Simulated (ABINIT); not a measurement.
# TiC (Fm-3m) in ABINIT: notebook

The runs below take TiC through band structure, with r2SCAN, BP86.

All numbers are computed with ABINIT 10.8.3 (patched build); they aren't measurements. Logs are shortened: lines on timing, memory, paths and dates and some standing lists are left out, and cuts for length are marked. The log counts tension as positive stress, the text compression.

### Step 1. Starting point

Symmetry: Fm-3m, No. 225, cubic system. The conventional cell has a = 4.331 Å, b = 4.331 Å, c = 4.331 Å, α = 90.00°, β = 90.00°, γ = 90.00°. Around Ti (site symmetry m-3m) lie 6 C at 2.17 Å. C (site symmetry m-3m) has 6 Ti at 2.17 Å as nearest neighbours.

The cell is a database's computed one.

### Step 2. Band structure, r2SCAN

The input, run.abi:

```
# Datasets: ground state, then fixed potential
ndtset 2

# Pseudopotentials
pp_dirpath "./"
pseudos "Ti.LDA_PW-JTH.xml, C.LDA_PW-JTH.xml"

# Structure
acell 3*1.0 Angstrom
rprim
     0.0000000000     2.1657188437     2.1657188437
     2.1657188437     0.0000000000     2.1657188437
     2.1657188437     2.1657188437     0.0000000000
ntypat 2
znucl 22 6
natom 2
typat 1 2
xcart
     0.0000000000     0.0000000000     0.0000000000
     2.1657188437     2.1657188437     2.1657188437 Angstrom

# Plane-wave basis
ecut 24.0
pawecutdg 46.0

# Exchange and correlation
ixc -497498
usekden 1
pawxcdev 0

# Bands and occupations
occopt 3
tsmear 0.00183747

# SCF cycle
nstep 100

# Output
iomode 3
prtwf 0
prteig 0
prtebands 0
prtden1 1
prtkden1 1
prtvha1 1
prtvclmb1 1
prtpot1 1

# Dataset 1
kptopt1 1
ngkpt1 11 11 11
nshiftk1 1
shiftk1 0.0 0.0 0.0
nband1 12
tolvrs1 1.0e-7

# Dataset 2: bands along G-X-W-K-G-L-U-W-L-K
iscf2 -2
getden2 1
getkden2 1
nband2 18
nbdbuf2 4
tolwfr2 1.0e-11
kptopt2 -9
ndivsm2 6
prteig2 1
kptbounds2
     0.0000000000     0.0000000000     0.0000000000
     0.5000000000     0.0000000000     0.5000000000
     0.5000000000     0.2500000000     0.7500000000
     0.3750000000     0.3750000000     0.7500000000
     0.0000000000     0.0000000000     0.0000000000
     0.5000000000     0.5000000000     0.5000000000
     0.6250000000     0.2500000000     0.6250000000
     0.5000000000     0.2500000000     0.7500000000
     0.5000000000     0.5000000000     0.5000000000
     0.3750000000     0.3750000000     0.7500000000
```

Potentials or basis: JTH PAW LDA v2.0.

Started as:

```sh
> abinit run.abi > log 2>&1
```

run.abo:

```text
.Version 10.8.3 of ABINIT
 DATASET    1 : space group Fm -3 m (#225); Bravais cF (face-center cubic)
================================================================================
 Values of the parameters that define the memory need for DATASET  1.
     intxc =       0    ionmov =       0      iscf =      17    lmnmax =      18
     lnmax =       6     mgfft =      27  mpssoang =       3    mqgrid =    3001
     natom =       2  nloc_mem =       2    nspden =       1   nspinor =       1
    nsppol =       1      nsym =      48    n1xccc =       1    ntypat =       2
    occopt =       3   xclevel =       2
       mpw =         785          nfft =       19683          nkpt =          56
 PAW method is used; the additional fine FFT grid is defined by:
   mgfftf=        36    nfftf =     46656
================================================================================
================================================================================

 DATASET    2 : space group Fm -3 m (#225); Bravais cF (face-center cubic)
================================================================================
 Values of the parameters that define the memory need for DATASET  2.
     intxc =       0    ionmov =       0      iscf =      -2    lmnmax =      18
     lnmax =       6     mgfft =      27  mpssoang =       3    mqgrid =    3001
     natom =       2  nloc_mem =       2    nspden =       1   nspinor =       1
    nsppol =       1      nsym =      48    n1xccc =       1    ntypat =       2
    occopt =       3   xclevel =       2
       mpw =         785          nfft =       19683          nkpt =         103
 PAW method is used; the additional fine FFT grid is defined by:
   mgfftf=        36    nfftf =     46656
================================================================================
================================================================================

--------------------------------------------------------------------------------
------------- Echo of variables that govern the present computation ------------
--------------------------------------------------------------------------------
 -outvars: echo values of preprocessed input variables --------
            acell      1.8897261259E+00  1.8897261259E+00  1.8897261259E+00 Bohr
              amu      4.78800000E+01  1.20110000E+01
             ecut      2.40000000E+01 Hartree
           getden1          0
           getden2          1
          getkden1          0
          getkden2          1
             iscf1         17
             iscf2         -2
                       outvar_i_n : Printing only first  50 k-points.
              ixc     -497498
           jdtset        1    2
                       outvar_i_n : Printing only first  50 k-points.
           kptopt1          1
           kptopt2         -9
         kptrlatt       11    0    0      0   11    0      0    0   11
          kptrlen1     6.36661555E+01
          kptrlen2     3.00000000E+01
            natom           2
            nband1         12
            nband2         18
           nbdbuf1          0
           nbdbuf2          4
           ndtset           2
           ndivsm1          0
           ndivsm2          6
            ngfft          27      27      27
          ngfftdg          36      36      36
             nkpt1         56
             nkpt2        103
            nstep         100
             nsym          48
           ntypat           2
                       prtocc : prtvol=0, do not print more k-points.
           occopt           3
        pawecutdg      4.60000000E+01 Hartree
         pawxcdev           0
        prtebands           0
           prteig1          0
           prteig2          1
          prtkden           1
           prtpot1          1
           prtpot2          0
         prtvclmb1          1
         prtvclmb2          0
           prtvha1          1
           prtvha2          0
            prtwf           0
            rprim      0.0000000000E+00  2.1657188437E+00  2.1657188437E+00
                       2.1657188437E+00  0.0000000000E+00  2.1657188437E+00
                       2.1657188437E+00  2.1657188437E+00  0.0000000000E+00
           shiftk1     0.00000000E+00  0.00000000E+00  0.00000000E+00
           shiftk2     5.00000000E-01  5.00000000E-01  5.00000000E-01
          spgroup         225
           tolvrs1     1.00000000E-07
           tolvrs2     0.00000000E+00
           tolwfr1     0.00000000E+00
           tolwfr2     1.00000000E-11
           tsmear      1.83747000E-03 Hartree
            typat      1  2
          usekden           1
           useylm           1
                       outvars : Printing only first  50 k-points.
           xangst      0.0000000000E+00  0.0000000000E+00  0.0000000000E+00
                       2.1657188437E+00  2.1657188437E+00  2.1657188437E+00
            xcart      0.0000000000E+00  0.0000000000E+00  0.0000000000E+00
                       4.0926154803E+00  4.0926154803E+00  4.0926154803E+00
             xred      0.0000000000E+00  0.0000000000E+00  0.0000000000E+00
[... 243 lines left out ...]

 getcut: wavevector=  0.0000  0.0000  0.0000  ngfft=  36  36  36
         ecut(hartree)=     46.000   => boxcut(ratio)=   2.03724
--------------------------------------------------------------------------------

================================================================================
 Non-SCF case, kpt    1 (  0.00000  0.00000  0.00000), residuals and eigenvalues=
  1.32E-12  6.69E-12  2.00E-12  6.54E-12  2.09E-12  2.05E-12  3.33E-12  6.43E-12
  1.83E-12  1.26E-12  1.16E-12  1.46E-12  1.68E-12  1.99E-12  5.13E-12  3.42E-12
  5.41E-12  6.84E-12
 -1.8311E+00 -9.1116E-01 -9.1116E-01 -9.1116E-01 -1.4868E-01  3.6822E-01
  3.6822E-01  3.6822E-01  3.9831E-01  3.9831E-01  3.9831E-01  4.0062E-01
  4.0062E-01  7.4753E-01  8.8204E-01  1.0907E+00  1.0907E+00  1.0907E+00
 Non-SCF case, kpt    2 (  0.02941  0.00000  0.02941), residuals and eigenvalues=
  3.45E-12  4.65E-12  9.19E-12  7.33E-12  2.52E-12  2.85E-12  1.69E-12  4.99E-13
  1.76E-12  3.50E-12  1.71E-12  5.82E-12  2.38E-12  8.58E-13  2.43E-12  5.07E-12
  9.87E-12  3.97E-12
[... 696 lines left out ...]
 Non-SCF case, kpt  102 (  0.38750  0.38750  0.72500), residuals and eigenvalues=
  6.83E-12  5.40E-12  1.30E-12  2.09E-12  3.42E-12  8.67E-12  2.34E-12  5.05E-12
  2.92E-12  3.32E-12  3.61E-13  7.17E-12  4.97E-12  6.43E-12  4.75E-12  1.01E-10
  1.85E-06  6.58E-05
 -1.8276E+00 -9.2442E-01 -9.2179E-01 -9.1554E-01 -4.1521E-02  1.9185E-01
  2.1055E-01  2.6035E-01  4.0483E-01  4.5826E-01  4.8744E-01  5.4645E-01
  5.5753E-01  8.1969E-01  8.8137E-01  9.1476E-01  1.0979E+00  1.1892E+00
 Non-SCF case, kpt  103 (  0.37500  0.37500  0.75000), residuals and eigenvalues=
  1.82E-12  9.72E-13  1.60E-12  6.64E-12  1.66E-12  6.41E-13  7.99E-12  3.59E-12
  2.33E-12  9.91E-13  3.88E-13  9.62E-12  7.53E-12  1.25E-12  5.02E-11  1.40E-10
  4.39E-06  6.53E-04
 -1.8275E+00 -9.2461E-01 -9.2162E-01 -9.1586E-01 -4.4614E-02  2.0395E-01
  2.0742E-01  2.6703E-01  3.9570E-01  4.6095E-01  4.8638E-01  5.4340E-01
  5.4611E-01  8.2729E-01  8.8752E-01  9.0399E-01  1.1149E+00  1.1828E+00

Result for kinetic energy density :

--------------------------------------------------------------------------------
 Total kinetic energy density [Ha/Bohr^3]
)     Maximum=    1.2095E+00  at reduced coord.    0.0000    0.0000    0.0000
)     Minimum=    8.5833E-03  at reduced coord.    0.2500    0.2500    0.2500
   Integrated=    1.1048E+01
--------------------------------------------------------------------------------

--- !ResultsGS
iteration_state: {dtset: 2, }
comment   : Summary of ground state results
lattice_vectors:
- [  0.0000000,   4.0926155,   4.0926155, ]
- [  4.0926155,   0.0000000,   4.0926155, ]
- [  4.0926155,   4.0926155,   0.0000000, ]
lattice_lengths: [   5.78783,    5.78783,    5.78783, ]
lattice_angles: [ 60.000,  60.000,  60.000, ] # degrees, (23, 13, 12)
lattice_volume:   1.3709854E+02
convergence: {deltae:  0.000E+00, res2:  0.000E+00, residm:  9.998E-12, diffor:  0.000E+00, }
etotal    :  -6.08234598E+01
entropy   :   0.00000000E+00
fermie    :   3.39908649E-01
cartesian_stress_tensor: null
pressure_GPa: null
xred      :
- [  0.0000E+00,   0.0000E+00,   0.0000E+00, Ti]
- [  5.0000E-01,   5.0000E-01,   5.0000E-01,  C]
cartesian_forces: null
force_length_stats: {min: null, max: null, mean: null, }
...

 Integrated electronic density in atomic spheres:
 ------------------------------------------------
 Atom  Sphere_radius  Integrated_density
    1        2.30803         10.32653704
    2        1.50737          2.44980610

================================================================================

 ----iterations are completed or convergence reached----

 Mean square residual over all n,k,spin=   40.570E-13; max=  99.984E-13
 reduced coordinates (array xred) for    2 atoms
       0.000000000000      0.000000000000      0.000000000000
       0.500000000000      0.500000000000      0.500000000000

 cartesian coordinates (angstrom) at end:
    1      0.00000000000000     0.00000000000000     0.00000000000000
    2      2.16571884370000     2.16571884370000     2.16571884370000
 length scales=  1.889726125908  1.889726125908  1.889726125908 bohr
              =  1.000000000000  1.000000000000  1.000000000000 angstroms
 Eigenvalues (hartree) for nkpt= 103  k points:
 kpt#   1, nband= 18, wtk=  1.00000, kpt=  0.0000  0.0000  0.0000 (reduced coord)
  -1.83105   -0.91116   -0.91116   -0.91116   -0.14868    0.36822    0.36822    0.36822
   0.39831    0.39831    0.39831    0.40062    0.40062    0.74753    0.88204    1.09067
   1.09067    1.09067
 kpt#   2, nband= 18, wtk=  1.00000, kpt=  0.0294  0.0000  0.0294 (reduced coord)
  -1.83102   -0.91131   -0.91121   -0.91121   -0.14768    0.36409    0.36409    0.36727
   0.37116    0.40091    0.40330    0.40330    0.42727    0.74948    0.88232    1.08841
   1.08841    1.09344
 kpt#   3, nband= 18, wtk=  1.00000, kpt=  0.0588  0.0000  0.0588 (reduced coord)
  -1.83093   -0.91177   -0.91137   -0.91137   -0.14472    0.34302    0.35587    0.35587
   0.36448    0.40179    0.41402    0.41402    0.45387    0.75531    0.88314    1.08214
   1.08214    1.10171
 kpt#   4, nband= 18, wtk=  1.00000, kpt=  0.0882  0.0000  0.0882 (reduced coord)
  -1.83078   -0.91251   -0.91163   -0.91163   -0.13990    0.31562    0.34730    0.34730
   0.36004    0.40322    0.42656    0.42656    0.47869    0.76484    0.88439    1.07314
   1.07314    1.11541
 kpt#   5, nband= 18, wtk=  1.00000, kpt=  0.1176  0.0000  0.1176 (reduced coord)
[... 381 lines left out ...]
   0.42229    0.45412    0.48632    0.56225    0.58572    0.78657    0.87947    0.93978
   1.03981    1.21436
 kpt# 101, nband= 18, wtk=  1.00000, kpt=  0.4000  0.4000  0.7000 (reduced coord)
  -1.82765   -0.92502   -0.92097   -0.91518   -0.03826    0.17888    0.21363    0.25379
   0.41386    0.45592    0.48712    0.55216    0.57172    0.80576    0.87861    0.92699
   1.07017    1.20069
 kpt# 102, nband= 18, wtk=  1.00000, kpt=  0.3875  0.3875  0.7250 (reduced coord)
  -1.82757   -0.92442   -0.92179   -0.91554   -0.04152    0.19185    0.21055    0.26035
   0.40483    0.45826    0.48744    0.54645    0.55753    0.81969    0.88137    0.91476
   1.09787    1.18922
 kpt# 103, nband= 18, wtk=  1.00000, kpt=  0.3750  0.3750  0.7500 (reduced coord)
  -1.82752   -0.92461   -0.92162   -0.91586   -0.04461    0.20395    0.20742    0.26703
   0.39570    0.46095    0.48638    0.54340    0.54611    0.82729    0.88752    0.90399
   1.11489    1.18275

== END DATASET(S) ==============================================================
================================================================================

 -outvars: echo values of variables after computation  --------
            acell      1.8897261259E+00  1.8897261259E+00  1.8897261259E+00 Bohr
           etotal1    -6.0823459828E+01
            fcart1    -0.0000000000E+00 -0.0000000000E+00 -0.0000000000E+00
                      -0.0000000000E+00 -0.0000000000E+00 -0.0000000000E+00
            rprim      0.0000000000E+00  2.1657188437E+00  2.1657188437E+00
                       2.1657188437E+00  0.0000000000E+00  2.1657188437E+00
                       2.1657188437E+00  2.1657188437E+00  0.0000000000E+00
           strten1    -1.0298785106E-04 -1.0298785106E-04 -1.0298785106E-04
                       0.0000000000E+00  0.0000000000E+00  0.0000000000E+00
           xangst      0.0000000000E+00  0.0000000000E+00  0.0000000000E+00
                       2.1657188437E+00  2.1657188437E+00  2.1657188437E+00
             xred      0.0000000000E+00  0.0000000000E+00  0.0000000000E+00
                       5.0000000000E-01  5.0000000000E-01  5.0000000000E-01
 Calculation completed.
```

Wall time 2.7 min (1 thread of Arm Neoverse V1, shared host); peak memory 0.14 GiB.

Results:

- Free energy: -1655.0907 eV
- Pressure: 3.0 GPa
- Band gap on the k mesh: none (metal or under the smearing width)
- Valence electrons inside the program's atomic spheres: Ti 10.33; C 2.45

Levels at the corners of the path, in eV from the Fermi level:
```csv
point,band 5,band 6,band 7,band 8,band 9,band 10,band 11,band 12
Γ,-13.30,0.77,0.77,0.77,1.59,1.59,1.59,1.65
X,-11.00,-3.72,-1.61,-0.20,-0.20,2.67,3.68,3.68
W,-10.39,-3.37,-3.37,-3.00,2.91,2.91,3.68,5.16
K,-10.46,-3.70,-3.61,-1.98,1.52,3.29,3.99,5.54
Γ,-13.30,0.77,0.77,0.77,1.59,1.59,1.59,1.65
L,-9.74,-6.17,-3.20,-3.20,3.05,3.05,4.29,8.44
U,-10.46,-3.70,-3.61,-1.98,1.52,3.29,3.99,5.54
W,-10.39,-3.37,-3.37,-3.00,2.91,2.91,3.68,5.16
L,-9.74,-6.17,-3.20,-3.20,3.05,3.05,4.29,8.44
K,-10.46,-3.70,-3.61,-1.98,1.52,3.29,3.99,5.54
```

Caveat: totals of a meta-GGA on PAW files have another zero than those of a GGA; the PAW data sets were made with another functional, which shifts forces and pressure a little.

### Step 3. Band structure, BP86

The input, run.abi:

```
ndtset 2

pp_dirpath "./"
pseudos "Ti.GGA_PBE-JTH.xml, C.GGA_PBE-JTH.xml"

acell 3*1.0 Angstrom
rprim
     0.0000000000     2.1657188437     2.1657188437
     2.1657188437     0.0000000000     2.1657188437
     2.1657188437     2.1657188437     0.0000000000
ntypat 2
znucl 22 6
natom 2
typat 1 2
xred
     0.0000000000     0.0000000000     0.0000000000
     0.5000000000     0.5000000000     0.5000000000

ecut 19.0
pawecutdg 38.0

ixc -106132

occopt 3
tsmear 0.05 eV

nstep 100

iomode 3
prtwf 0
prteig 0
prtebands 0
prtden1 1

kptopt1 1
ngkpt1 11 11 11
nshiftk1 1
shiftk1 0.0 0.0 0.0
nband1 12
tolvrs1 1.0e-9

iscf2 -2
getden2 1
nband2 18
nbdbuf2 4
tolwfr2 1.0e-11
kptopt2 -9
ndivsm2 6
prteig2 1
prtvol2 -3
kptbounds2
     0.0000000000     0.0000000000     0.0000000000
     0.5000000000     0.0000000000     0.5000000000
     0.5000000000     0.2500000000     0.7500000000
     0.3750000000     0.3750000000     0.7500000000
     0.0000000000     0.0000000000     0.0000000000
     0.5000000000     0.5000000000     0.5000000000
     0.6250000000     0.2500000000     0.6250000000
     0.5000000000     0.2500000000     0.7500000000
     0.5000000000     0.5000000000     0.5000000000
     0.3750000000     0.3750000000     0.7500000000
```

Potentials or basis: JTH PAW PBE v2.0.

Started as:

```sh
> abinit run.abi > log 2>&1
```

Run time: 32 s. Hardware: 1 thread of Arm Neoverse V1, shared host; peak memory 0.12 GiB.

The run converged. Its results:

| Quantity | Value |
| --- | --- |
| Free energy | -1754.0092 eV |
| Pressure | 1.8 GPa |
| Band gap on the k mesh | none (metal or under the smearing width) |
| Valence electrons inside the program's atomic spheres | Ti 10.37; C 2.44 |

Levels at the corners of the path, in eV from the Fermi level:
```csv
point,band 6,band 7,band 8,band 9,band 10,band 11
Γ,0.62,0.62,0.62,1.61,1.61,1.61
X,-3.42,-1.65,-0.08,-0.08,2.61,3.43
W,-3.15,-3.15,-2.77,2.72,2.72,3.43
K,-3.50,-3.35,-1.79,1.39,3.05,3.74
Γ,0.62,0.62,0.62,1.61,1.61,1.61
L,-5.86,-2.97,-2.97,2.83,2.83,4.01
U,-3.50,-3.35,-1.79,1.39,3.05,3.74
W,-3.15,-3.15,-2.77,2.72,2.72,3.43
L,-5.86,-2.97,-2.97,2.83,2.83,4.01
K,-3.50,-3.35,-1.79,1.39,3.05,3.74
```

Caveat: the PAW data sets were made with another functional, which shifts forces and pressure a little.
